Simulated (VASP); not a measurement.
A run of VASP 6.6.1 is set up as follows.

INCAR

```
PREC = Accurate ; ENCUT = 600
EDIFF = 1E-7 ; ISMEAR = 1
SIGMA = 0.1 ; LREAL = False
LASPH = True ; NELM = 80
ALGO = Normal ; ISIF = 3
LWAVE = False ; LCHARG = False
GGA = MK ; LUSE_VDW = True
AGGAC = 0.0 ; PARAM1 = 0.1234
PARAM2 = 0.711357 ; ZAB_VDW = -1.8867
IBRION = 2 ; NSW = 90
EDIFFG = -0.005
```

Contents of KPOINTS:

```
Automatic mesh
0
Gamma
  15 15 6
```

POSCAR

```
TaS2                                    
1.0
    3.3494633529     -0.0000000000      0.0000000000
   -1.6747316765      2.9007203500     -0.0000000000
    0.0000000000     -0.0000000000      5.9020576838
  Ta              S             
     1     2
Direct
     0.0000000000000000    0.0000000000000000    0.0000000000000000
     0.3333333300000021    0.6666666699999979    0.2617728437029554
     0.6666666699999979    0.3333333300000021    0.7382271562970445
```

Potentials or basis: VASP PAW PBE potentials, release 64 (Ta_pv, S).

Launch:

```sh
$ cat potpaw_PBE.64/Ta_pv/POTCAR potpaw_PBE.64/S/POTCAR > POTCAR
$ mpirun -np 1 vasp_std > vasp.out
```

What does it give for the space group after relaxing (to 0.05 Å)?

P-3m1 (No. 164).

Estimate the band gap on the k mesh.

none (metal or under the smearing width).

Forces on the atoms (eV/Å):
```
Ta   0.000  0.000  0.000
S    0.000  0.000 -0.002
S    0.000  0.000  0.002
```

Caveat: the PAW data sets were made with another functional, which shifts forces and pressure a little. The run has no spin-orbit coupling, so splittings on Ta are missing.
